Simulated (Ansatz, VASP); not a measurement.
# One calculation of FeSi, two programs

```xyz
4
Lattice="3.9729 0.0000 0.0000 1.9865 -4.7129 0.0000 0.0000 0.0000 -3.2642" Properties=species:S:1:pos:R:3 pbc="T T T"
Fe    1.9865   -3.3933   -2.4481
Fe    3.9729   -1.3196   -0.8160
Si    1.9865   -0.5844   -2.4481
Si    3.9729   -4.1285   -0.8160
```

The cell was built by a generator and needn't be a form met in nature.

Alike in both runs: task single point; functional r2SCAN; k mesh 5 × 5 × 6; no spin polarisation.

```csv
,VASP,Ansatz
version,VASP 6.6.1,Ansatz 0.2.0
potentials or method,"VASP PAW PBE potentials, release 64 (Fe, Si)",PAW plane waves
plane-wave cutoff (eV),520,500
occupations,"fermi-dirac, width 0.1 eV",fermi-dirac
valence electrons in the cell,24,40
```

|  | VASP | Ansatz | Ansatz less VASP |
| --- | --- | --- | --- |
| gap on the k mesh at the Fermi level (eV) | none | none | - |
| pressure (GPa) | -12.2 | -12.2 | -0.02 |
| largest component of the traceless stress (GPa) | 32.36 | 32.46 | +0.098 |
| rms of the force components (eV/Å) | 3.216 | 3.240 | +0.0248 |

Atom by atom the forces differ by 0.025 eV/Å (rms over components). A gap of «none» marks a metal or a gap that the smearing closes. The two sets of potentials don't hold the same shells in valence.

Caveats: the PAW data sets were made with another functional, which shifts forces and pressure a little (VASP). Spin polarisation is off, so any magnetic state and its effect on volume and gap are missing.
